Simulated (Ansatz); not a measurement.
**FeO (Wuestite) under changes of volume**

One of the cells (10.013 Å³/atom); the others are scaled copies at fixed shape and fractional positions:

```
Fe O
1.0
     0.00000    2.15540    2.15540
     2.15540    0.00000    2.15540
     2.15540    2.15540    0.00000
Fe O
1 1
Direct
  0.00000 0.00000 0.00000
  0.50000 0.50000 0.50000
```

```yaml
Program: Ansatz 0.2.0
Functional: PBE
Potentials_or_basis: Ansatz PAW
Cutoff: "420 eV (not typed: the program's choice for these potentials)"
k_mesh: 11 × 11 × 11
Occupations: fermi-dirac, width 0.05 eV
Spin: collinear spin, ferromagnetic start
Starting_moments: "[3.0, 0.0] μB"
```

```tsv
volume (Å³/atom)	energy over the lowest point (meV/atom)	pressure (GPa)
9.413	22.14	12.9
9.613	9.16	8.0
9.813	2.00	3.7
10.013	0.00	-0.2
10.214	2.52	-3.7
10.414	?	?
10.614	19.65	-9.6
```

Problem. What does the run at 10.414 Å³/atom give?

Solution. Energy over the lowest point 9.19 meV/atom; pressure -6.8 GPa.

Worked out: A Birch-Murnaghan fit of order 3 (a polynomial in V^(-2/3)) to the other rows has its minimum at 10.00 Å³/atom with B0 = V·E''(V) = 186 GPa and B' = 4.6. It gives 9.26 meV/atom at 10.414 Å³/atom, against the run's 9.19, and -dE/dV = -6.9 GPa, against -6.8.

Energies are extrapolated to zero smearing.

Caveats: a cell with one magnetic atom can't hold antiferromagnetic order, which such compounds often take.
